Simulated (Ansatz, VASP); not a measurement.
One calculation of AlN, two programs

```xyz
4
Lattice="3.1130 0.0000 0.0000 -1.5565 2.6959 0.0000 0.0000 0.0000 4.9810" Properties=species:S:1:pos:R:3 pbc="T T T"
Al    1.5445    0.9099    2.4991
Al   -0.0289    1.8073   -0.0305
N     1.5019    0.8529    4.3273
N    -0.0145    1.7877    1.8684
```

Change from the starting cell: atoms moved at random, drawn with an rms of 0.05 Å.

Alike in both runs: task single point; functional PBE; k mesh 10 × 10 × 6; occupations fermi-dirac, width 0.05 eV; no spin polarisation.

|  | VASP | Ansatz |
| --- | --- | --- |
| version | VASP 6.6.1 | Ansatz 0.2.0 |
| potentials or method | VASP PAW PBE potentials, release 64 (Al, N) | Ansatz PAW |
| plane-wave cutoff (eV) | 520 | 420 |
| valence electrons in the cell | 16 | 16 |

|  | VASP | Ansatz | Ansatz less VASP |
| --- | --- | --- | --- |
| gap on the k mesh at the Fermi level (eV) | 4.24 | 4.23 | -0.011 |
| least direct gap on the mesh (eV) | 4.24 | 4.23 | -0.011 |
| pressure (GPa) | 4.2 | 4.4 | +0.26 |
| largest component of the traceless stress (GPa) | 4.16 | 4.10 | -0.068 |
| rms of the force components (eV/Å) | 0.605 | 0.604 | -0.0013 |

Atom by atom the forces differ by 0.002 eV/Å (rms over components). With one functional, cell and mesh, what is left measures potentials, basis and numerics.

Caveats: the pressure holds a Pulay correction of +0.5 GPa for the finite cutoff (Ansatz). A k mesh can miss the band edges.
